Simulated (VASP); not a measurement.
# HfB2 (nc) (P6/mmm) in VASP: notebook

Runs on HfB2 (nc). Level: PBE. Tasks: single point, relaxation of cell and atoms.

Program: VASP 6.6.1. These are calculated values, not measurements. Logs are shortened: lines on timing, memory, paths and dates and some standing lists are left out, and cuts for length are marked.

### 1 The structure

The structure is hexagonal, space group P6/mmm (No. 191). Conventional cell: a = 3.145 Å, b = 3.145 Å, c = 3.488 Å, α = 90.00°, β = 90.00°, γ = 120.00°. Around Hf (site symmetry 6/mmm) lie 12 B at 2.52 Å. B (site symmetry -6m2) is surrounded by 3 B at 1.82 Å.

### 2 Single point, PBE

INCAR

```
ALGO = Normal
EDIFF = 1E-6
ENCUT = 520
GGA = PE
ISIF = 2
ISMEAR = 0
LASPH = T
LCHARG = T
LELF = T
LREAL = F
LVHAR = T
LWAVE = F
NBANDS = 15
NELM = 100
PREC = Accurate
SIGMA = 0.1
```

KPOINTS

```
k-points
0
Gamma
  15 15 12
```

POSCAR

```
HfB2
1.0
    3.1452887980      0.0000000000      0.0000000000
   -1.5726443990      2.7239000013      0.0000000000
    0.0000000000      0.0000000000      3.4884714091
Hf B
1 2
Direct
    0.0000000000      0.0000000000      0.0000000000
    0.3333333333      0.6666666667      0.5000000000
    0.6666666667      0.3333333333      0.5000000000
```

Potentials or basis: VASP PAW PBE potentials, release 64 (Hf_pv, B).

Launch:

```bash
$ cat potpaw_PBE.64/Hf_pv/POTCAR potpaw_PBE.64/B/POTCAR > POTCAR
$ mpirun -np 1 vasp_std > vasp.out
```

OUTCAR:

```text
EDIFF = 1E-6
   ENCUT = 520
   GGA = PE
   ISIF = 2
   ISMEAR = 0
   LASPH = T
   LREAL = F
   NELM = 100
   PREC = Accurate

 ion  position               nearest neighbor table
   1  0.000  0.000  0.000-   2 2.52   3 2.52   2 2.52   3 2.52   2 2.52   2 2.52   3 2.52   3 2.52
                             3 2.52   3 2.52   2 2.52   2 2.52
   2  0.333  0.667  0.500-   3 1.82   3 1.82   3 1.82   1 2.52   1 2.52   1 2.52   1 2.52   1 2.52
                             1 2.52
   3  0.667  0.333  0.500-   2 1.82   2 1.82   2 1.82   1 2.52   1 2.52   1 2.52   1 2.52   1 2.52
                             1 2.52

  LATTYP: Found a hexagonal cell.
 ALAT       =     3.1452887980
 C/A-ratio  =     1.1091100478

  Lattice vectors:

 A1 = (   3.1452887980,   0.0000000000,   0.0000000000)
 A2 = (  -1.5726443990,   2.7239000013,   0.0000000000)
 A3 = (   0.0000000000,   0.0000000000,   3.4884714091)

Analysis of symmetry for initial positions (statically):
=====================================================================
 Subroutine PRICEL returns:
 Original cell was already a primitive cell.

 Routine SETGRP: Setting up the symmetry group for a
 hexagonal supercell.

 Subroutine GETGRP returns: Found 24 space group operations
 (whereof 24 operations were pure point group operations)
 out of a pool of 24 trial point group operations.

The static configuration has the point symmetry D_6h.

Analysis of symmetry for dynamics (positions and initial velocities):
=====================================================================
 Subroutine PRICEL returns:
 Original cell was already a primitive cell.

 Routine SETGRP: Setting up the symmetry group for a
 hexagonal supercell.

 Subroutine GETGRP returns: Found 24 space group operations
 (whereof 24 operations were pure point group operations)
 out of a pool of 24 trial point group operations.

The dynamic configuration has the point symmetry D_6h.

 Subroutine INISYM returns: Found 24 space group operations
 (whereof 24 operations are pure point group operations),
 and found     1 'primitive' translations

----------------------------------------------------------------------------------------

                                     Primitive cell

  volume of cell :      29.8873

  direct lattice vectors                    reciprocal lattice vectors
     3.145288798  0.000000000  0.000000000     0.317935829  0.183560336  0.000000000
    -1.572644399  2.723900001  0.000000000     0.000000000  0.367120672  0.000000000
     0.000000000  0.000000000  3.488471409     0.000000000  0.000000000  0.286658505

  length of vectors
     3.145288798  3.145288798  3.488471409     0.367120672  0.367120672  0.286658505

  position of ions in fractional coordinates (direct lattice)
     0.000000000  0.000000000  0.000000000
     0.333333333  0.666666667  0.500000000
     0.666666667  0.333333333  0.500000000

  ion indices of the primitive-cell ions
   primitive index   ion index
                 1           1
                 2           2
                 3           3

----------------------------------------------------------------------------------------

 KPOINTS: k-points

Automatic generation of k-mesh.
 Grid dimensions read from file:
 generate k-points for:   15   15   12

 Generating k-lattice:

  Cartesian coordinates                     Fractional coordinates (reciprocal lattice)
     0.021195722  0.012237356  0.000000000     0.066666667 -0.000000000  0.000000000
     0.000000000  0.024474711  0.000000000     0.000000000  0.066666667  0.000000000
     0.000000000  0.000000000  0.023888209     0.000000000  0.000000000  0.083333333

  Length of vectors
     0.024474711  0.024474711  0.023888209

  Shift w.r.t. Gamma in fractional coordinates (k-lattice)
     0.000000000  0.000000000  0.000000000

 Subroutine IBZKPT returns following result:
 ===========================================

 Found    189 irreducible k-points:

 Following reciprocal coordinates:
            Coordinates               Weight
  0.000000  0.000000  0.000000      1.000000
  0.066667  0.000000  0.000000      6.000000
  0.133333  0.000000  0.000000      6.000000
  0.200000 -0.000000  0.000000      6.000000
  0.266667  0.000000  0.000000      6.000000
  0.333333  0.000000  0.000000      6.000000
[... 16 lines left out ...]
  0.333333  0.200000  0.000000     12.000000
  0.400000  0.200000  0.000000      6.000000
 [... further k-points ...]
   k-points           NKPTS =    189   k-points in BZ     NKDIM =    189   number of bands    NBANDS=     15
   number of dos      NEDOS =    301   number of ions     NIONS =      3
   total plane-waves  NPLWV =  16128
   dimension x,y,z NGX =    24 NGY =   24 NGZ =   28
   dimension x,y,z NGXF=    48 NGYF=   48 NGZF=   56
   ions per type =               1   2
   NGX,Y,Z   is equivalent  to a cutoff of  12.69, 12.69, 13.34 a.u.
   NGXF,Y,Z  is equivalent  to a cutoff of  25.37, 25.37, 26.69 a.u.
 SYSTEM =  unknown system
   PREC   = accura    normal or accurate (medium, high low for compatibility)
   ISTART =      0    job   : 0-new  1-cont  2-samecut
   ICHARG =      2    charge: 1-file 2-atom 10-const
   ISPIN  =      1    spin polarized calculation?
   LNONCOLLINEAR =      F non collinear calculations
   LSORBIT =      F    spin-orbit coupling
   LASPH  =      T    aspherical Exc in radial PAW
   ENCUT  =  520.0 eV  38.22 Ry    6.18 a.u.   5.85  5.85  6.49*2*pi/ulx,y,z
   NELM   =    100;   NELMIN=  2; NELMDL= -5     # of ELM steps
   EDIFF  = 0.1E-05   stopping-criterion for ELM
   LREAL  =      F    real-space projection
   EDIFFG = 0.1E-04   stopping-criterion for IOM
   NSW    =      0    number of steps for IOM
   IBRION =     -1    ionic relax: 0-MD 1-quasi-New 2-CG
   NFREE  =      0    steps in history (QN), initial steepest desc. (CG)
   ISIF   =      2    stress and relaxation
   ISYM   =      2    0-nonsym 1-usesym 2-fastsym
   POTIM  = 0.5000    time-step for ionic-motion
   TEBEG  =    0.0;   TEEND  =   0.0 temperature during run
   PSTRESS=    0.0 pullay stress
   NELECT =      16.0000    total number of electrons
   NUPDOWN=      -1.0000    fix difference up-down
   EMIN   =  10.00;   EMAX   =-10.00  energy-range for DOS
   EFERMI =   0.00;   METHOD = LEGACY
   ISMEAR =     0;   SIGMA  =   0.10  broadening in eV -4-tet -1-fermi 0-gaus
   EFERMI_NEDOS =   21; number of points for ismear=-14 and -15
   IALGO  =     38    algorithm
   IMIX   =      4    mixing-type and parameters
     AMIX     =   0.40;   BMIX     =  1.00
     AMIX_MAG =   1.60;   BMIX_MAG =  1.00
  volume/ion in A,a.u.               =       9.96        67.23
  Fermi-wavevector in a.u.,A,eV,Ry     =   1.329288  2.511991 24.041598  1.767008
  Thomas-Fermi vector in A             =   2.458462
   LORBIT       =      0    0 simple, 1 ext, 2 COOP (PROOUT), +10 PAW based schemes
   GGA     = PE    functional components
   LHFCALC =     F    Hartree Fock is set to
   AEXX    =    0.0000 exact exchange contribution
   IVDW    =     0    specifies the selected vdW correction
   LEPSILON=     F    determine dielectric tensor
   LRPA    =     F    only Hartree local field effects (RPA)
 non-spin polarized calculation
 Gauss-broadening in eV      SIGMA  =   0.10
  energy-cutoff  :      520.00
  volume of cell :       29.89
 maximum number of plane-waves:       820
 NGX is ok and might be reduce to    24
   NGX = 11   NGY = 11   NGZ = 13

 number of electron      15.9999997 magnetization

 Free energy of the ion-electron system (eV)
  ---------------------------------------------------
  ext. energy  EPLUGINS =         0.00000000
  ---------------------------------------------------
  free energy    TOTEN  =       -26.40171236 eV

  energy without entropy =      -26.40059813  energy(sigma->0) =      -26.40115524

 E-fermi :   7.6524     XC(G=0): -12.5694

 val. band max:        7.6055177537   @ k =   0.4000   0.1333   0.0000
 cond. band min:       7.6707592875   @ k =   0.0667   0.0667   0.4167
 fundamental gap:      0.0652415338
 Fermi energy:         7.6523731045

 k-point     1 :       0.0000    0.0000    0.0000
  band No.  band energies     occupation
      1     -23.0304      2.00000
      2     -22.5378      2.00000
      3     -22.5378      2.00000
      4      -6.0968      2.00000
      5       4.6324      2.00000
      6       4.7444      2.00000
      7       4.7444      2.00000
      8       4.8351      2.00000
      9      11.6221      0.00000
     10      11.6221      0.00000
     11      12.2481      0.00000
     12      12.2481      0.00000
     13      12.5862      0.00000
     14      12.5962      0.00000
     15      12.5962      0.00000

 k-point     2 :       0.0667    0.0000    0.0000
  band No.  band energies     occupation
      1     -23.0249      2.00000
      2     -22.5722      2.00000
      3     -22.5454      2.00000
      4      -6.0010      2.00000
      5       4.4637      2.00000
      6       4.7308      2.00000
      7       4.7385      2.00000
      8       4.7519      2.00000
      9      11.4013      0.00000
     10      11.5543      0.00000
     11      11.7017      0.00000
     12      11.7478      0.00000
     13      12.9210      0.00000
     14      13.2325      0.00000
     15      13.4219      0.00000

 k-point     3 :       0.1333    0.0000    0.0000
  band No.  band energies     occupation
      1     -23.0091      2.00000
      2     -22.6684      2.00000
      3     -22.5668      2.00000
      4      -5.7202      2.00000
      5       3.7505      2.00000
      6       4.5358      2.00000
      7       4.7091      2.00000
      8       4.9885      2.00000
      9      10.4385      0.00000
     10      11.3372      0.00000
     11      11.3704      0.00000
     12      11.9595      0.00000
     13      13.4228      0.00000
     14      14.0900      0.00000
     15      14.6234      0.00000
[... 343 lines left out ...]
 k-point    23 :       0.3333    0.2000    0.0000
  band No.  band energies     occupation
      1     -23.1817      2.00000
      2     -22.8947      2.00000
      3     -22.8606      2.00000
      4      -2.2147      2.00000
      5      -0.3637      2.00000
      6       1.6657      2.00000
      7       4.0205      2.00000
      8       6.7852      2.00000
      9       7.4281      1.99849
     10       9.8877      0.00000
     11      12.9264      0.00000
     12      14.4949      0.00000
     13      15.9042      0.00000
     14      17.3173      0.00000
     15      17.6360      0.00000

 k-point    24 :       0.4000    0.2000    0.0000
  band No.  band energies     occupation
      1     -23.1956      2.00000
      2     -22.8901      2.00000
      3     -22.8779      2.00000
      4      -1.4428      2.00000
      5      -1.1543      2.00000
      6       1.5585      2.00000
      7       4.0652      2.00000
      8       6.5654      2.00000
      9       7.3874      1.99982
     10      10.5808      0.00000
     11      12.2295      0.00000
     12      14.4638      0.00000
     13      16.4195      0.00000
     14      17.6033      0.00000
     15      17.9750      0.00000

 [... further k-points ...]
[... 5 lines left out ...]
  --------------------------------------------------------------------------------------
  -------------------------------------------------------------------------------------
  Total       -0.1031464     -0.1031464     -0.0650158      0.0000000     -0.0000000      0.0000000
  in kB       -5.5293955     -5.5293955     -3.4853224      0.0000000     -0.0000000      0.0000000
  external PRESSURE =      -4.8480378 kB  Pullay stress =       0.0000000 kB

 VOLUME and BASIS-vectors are now :
 -----------------------------------------------------------------------------
  energy-cutoff  :      520.00
  volume of cell :       29.89
      direct lattice vectors                 reciprocal lattice vectors
     3.145288798  0.000000000  0.000000000     0.317935829  0.183560336  0.000000000
    -1.572644399  2.723900001  0.000000000     0.000000000  0.367120672  0.000000000
     0.000000000  0.000000000  3.488471409     0.000000000  0.000000000  0.286658505

 POSITION                                       TOTAL-FORCE (eV/Angst)
 -----------------------------------------------------------------------------------
      0.00000      0.00000      0.00000         0.000000      0.000000     -0.000000
     -0.00000      1.81593      1.74424         0.000000     -0.000000      0.000000
      1.57264      0.90797      1.74424        -0.000000      0.000000     -0.000000
 -----------------------------------------------------------------------------------
    total drift:                               -0.000000      0.000000      0.000000

  FREE ENERGIE OF THE ION-ELECTRON SYSTEM (eV)
  ---------------------------------------------------
  free  energy   TOTEN  =       -26.4017123579 eV

  energy  without entropy=      -26.4005981252  energy(sigma->0) =      -26.40115524
```

Wall time 28 s (1 thread of Intel Xeon 6975P-C (Granite Rapids), shared host); peak memory 0.21 GiB.

Results:

```
Free energy            : -26.4017 eV
Pressure               : -0.5 GPa
Band gap on the k mesh : none (metal or under the smearing width)
```

Stress tensor (GPa, compression positive):
```
-0.55  0.00  0.00
 0.00 -0.55  0.00
 0.00  0.00 -0.35
```

The run has no spin-orbit coupling, so splittings on Hf are missing.

### 3 Relaxation of cell and atoms, PBE

This run uses another cell than the first one, of 9.90 Å³/atom, 0.994 times its volume.

INCAR

```
SYSTEM = HfB2
PREC = Accurate
ENCUT = 600
EDIFF = 1E-6
ISMEAR = 0
SIGMA = 0.1
LREAL = .FALSE.
LASPH = .TRUE.
NELM = 100
ALGO = Normal
ISIF = 3
LWAVE = .FALSE.
LCHARG = .FALSE.
GGA = PE
IBRION = 2
NSW = 100
EDIFFG = -0.002
```

KPOINTS

```
regular mesh
0
G
  15 15 12
  0 0 0
```

POSCAR

```
HfB2
1.0
    3.1400000000      0.0000000000      0.0000000000
   -1.5700000000      2.7193197679      0.0000000000
    0.0000000000      0.0000000000      3.4800000000
Hf B
1 2
Direct
    0.0000000000      0.0000000000      0.0000000000
    0.3333333333      0.6666666667      0.5000000000
    0.6666666667      0.3333333333      0.5000000000
```

Potentials or basis: VASP PAW PBE potentials, release 64 (Hf_pv, B).

Launch:

```bash
$ cat potpaw_PBE.64/Hf_pv/POTCAR potpaw_PBE.64/B/POTCAR > POTCAR
$ mpirun -np 1 vasp_std > vasp.out
```

It took 88 s on 1 thread of Intel Xeon 6975P-C (Granite Rapids), shared host; peak memory 0.24 GiB.

The run converged. Its results:

```yaml
Free_energy: -26.4038 eV
Relaxed_volume: 9.94 Å³/atom
Relaxed_cell: a = 3.143 Å, b = 3.143 Å, c = 3.487 Å, α = 90.00°, β = 90.00°, γ = 120.00°
Space_group_after_relaxing_to_0.05_Å: P6/mmm (No. 191)
Energy_gained_by_relaxing: 0.1 meV/atom
Ionic_steps: 4
Pressure_after_relaxing: 0.0 GPa
Band_gap_on_the_k_mesh: none (metal or under the smearing width)
```

Step by step:
```
step  energy change (eV)  largest force (eV/Å)  pressure (GPa)  volume (Å³)
   1              0.0000                0.0000            0.96        29.71
   2              0.0002                0.0000           -1.20        29.97
   3             -0.0003                0.0000           -0.02        29.83
   4             -0.0004                0.0000            0.01        29.83
```

Final structure:
```xyz
3
Lattice="3.1428 0.0000 0.0000 -1.5714 2.7217 0.0000 0.0000 0.0000 3.4871" Properties=species:S:1:pos:R:3 pbc="T T T"
Hf    0.0000    0.0000    0.0000
B     0.0000    1.8145    1.7435
B     1.5714    0.9072    1.7435
```

Levels at points of the mesh, in eV from the Fermi level:
| k point | band 5 | band 6 | band 7 | band 8 | band 9 | band 10 | band 11 | band 12 |
| --- | --- | --- | --- | --- | --- | --- | --- | --- |
| (0.00, 0.00, 0.00) | -3.03 | -2.91 | -2.91 | -2.82 | 3.98 | 3.98 | 4.60 | 4.60 |
| (0.00, 0.00, 0.50) | -8.38 | -1.22 | -1.22 | 0.30 | 0.30 | 0.97 | 0.97 | 2.17 |
